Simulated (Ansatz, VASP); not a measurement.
One calculation of Ti, two programs

```
Ti
1.0
     2.60925    0.00000    0.00000
     0.00000    2.60925    0.00000
     0.00000    0.00000    2.60925
Ti
1
Direct
  0.00000 0.00000 0.00000
```

Alike in both runs: task single point; functional PBE; k mesh 13 × 13 × 13; occupations fermi-dirac, width 0.1 eV; no spin polarisation.

```csv
,VASP,Ansatz
version,VASP 6.6.1,Ansatz 0.2.0
potentials or method,"VASP PAW PBE potentials, release 64 (Ti_sv)","plane waves (420 eV) with PAW, scalar-relativistic"
plane-wave cutoff (eV),520,420
valence electrons in the cell,12,12
```

|  | VASP | Ansatz | Ansatz less VASP |
| --- | --- | --- | --- |
| pressure (GPa) | 3.2 | 3.3 | +0.13 |
